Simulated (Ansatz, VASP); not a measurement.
## Ge: VASP beside Ansatz

```
Ge
1.0
     0.00000    2.82868    2.82868
     2.82868    0.00000    2.82868
     2.82868    2.82868    0.00000
Ge
2
Direct
  0.50000 0.50000 0.50000
  0.75000 0.75000 0.75000
```

Alike in both runs: task relaxation of cell and atoms; functional LDA; k mesh 5 × 5 × 5; occupations fermi-dirac, width 0.05 eV; no spin polarisation.

```csv
,VASP,Ansatz
version,VASP 6.6.1,Ansatz 0.2.0
potentials or method,"VASP PAW LDA potentials, release 64 (Ge_d)","plane waves (420 eV) with PAW, scalar-relativistic"
plane-wave cutoff (eV),600,420
valence electrons in the cell,28,28
```

|  | VASP | Ansatz | Ansatz less VASP |
| --- | --- | --- | --- |
| relaxed volume (Å³/atom) | 22.28 | 22.30 | +0.021 |
| relaxed cell length with the largest relative difference (Å) | 3.979 | 3.981 | +0.0012 |

Ansatz warned: «pseudo_functional_mismatch».

Caveats: the k mesh is coarse (spacing up to 0.38 Å⁻¹), so the values aren't converged. LDA usually gives volumes a few per cent too small. Zero-point motion and thermal expansion aren't in these numbers.
